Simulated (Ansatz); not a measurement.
# HfC (wurtzite): equation of state

How stiff is HfC (wurtzite)? Energies and pressures are computed at volumes on both sides of the relaxed cell and fitted. The start comes from a prototype table, not from a measured structure.

Program: Ansatz 0.2.0. Level of theory: DFT PBE, scalar-relativistic, plane waves, PAW. These are calculated values, not measurements.

3 further runs of the same task are left out: 1 that didn't finish, 2 set aside as unsound or not needed. Runs told in other sessions of the task aren't counted.

**1. The structure to begin with**

Symmetry: P6_3mc, No. 186, hexagonal system. The conventional cell has a = 3.851 Å, b = 3.851 Å, c = 4.643 Å, α = 90.00°, β = 90.00°, γ = 120.00°. Hf (site symmetry 3m) has 5 C at 2.22 to 2.36 Å in its first shell of neighbours. C (site symmetry 3m) has 5 Hf at 2.22 to 2.36 Å in its first shell of neighbours.

Coordinates:

```cif
data_structure
_symmetry_space_group_name_H-M 'P 1'
_symmetry_Int_Tables_number 1
_cell_length_a 3.8514
_cell_length_b 3.8514
_cell_length_c 4.6431
_cell_angle_alpha 90.000
_cell_angle_beta 90.000
_cell_angle_gamma 120.000
_cell_volume 59.65
loop_
_atom_site_label
_atom_site_type_symbol
_atom_site_fract_x
_atom_site_fract_y
_atom_site_fract_z
_atom_site_occupancy
Hf1 Hf 0.66667 0.33333 0.06659 1
Hf2 Hf 0.33333 0.66667 0.56659 1
C1 C 0.66667 0.33333 0.55861 1
C2 C 0.33333 0.66667 0.05861 1
```

An earlier run at PBE left this cell at 14.912 Å³/atom and 0.01 GPa (12×12×6 mesh).

Volume factors to run: 0.980, 1.020, 0.960, 1.040, 1.070, 1.100, 0.945.

**2. Scaling the volume by 0.980**

Contents of input.yaml:

```yaml
crystal:
  lattice:
    - [3.8255912988, 0.0, 0.0]
    - [-1.9127956494, 3.3130592493, 0.0]
    - [0.0, 0.0, 4.6119273758]
  atoms:
    - { symbol: Hf, position: [0.6666666667, 0.3333333333, 0.0665890361] }
    - { symbol: Hf, position: [0.3333333333, 0.6666666667, 0.5665890361] }
    - { symbol: C, position: [0.6666666667, 0.3333333333, 0.5586109639] }
    - { symbol: C, position: [0.3333333333, 0.6666666667, 0.0586109639] }
basis:
  ecutwfc: 420
  ecutrho_ratio: 4
kpoints:
  mp_grid: { grid: [12, 12, 6] }
hamiltonian:
  xc: pbe
scf:
  occupations: { method: gaussian, width: 0.05 }
output:
  forces: true
  stress: true
  eigenvalues: true
relax:
  f_tol: 0.01
  max_steps: 40
  cell: { stress_tol: 0.1, fix: [volume] }
```

Run with:

```bash
$ ansatz run input.yaml --threads 2 --pin off --max-ram 2662MiB --backend cpu --events-out ev --progress --plain --runs-dir out
```

The runs that follow: Scaling the volume by 1.020; Scaling the volume by 0.960; At 1.040 of the relaxed volume; Scaling the volume by 1.070; Volume × 1.100; At 0.945 of the relaxed volume.

Q: Predict the outcome of this session. Wanted: V0; B0; B0′; scatter of the fit.

**Answer**, as computed:

| quantity | value |
| --- | --- |
| V0 | 14.913 Å³/atom |
| B0 | 182 GPa |
| B0′ | 3.9 |
| scatter of the fit | 0.005 meV/atom |

What this shows: The fitted minimum lies at 14.91 Å³/atom, and the bulk modulus is 182 GPa. One per cent of compression takes about 1.8 GPa. These are values at 0 K without zero-point motion. Spin–orbit coupling is left out, though the cell holds Hf; in elements this heavy it can shift levels and gaps by tenths of an eV.
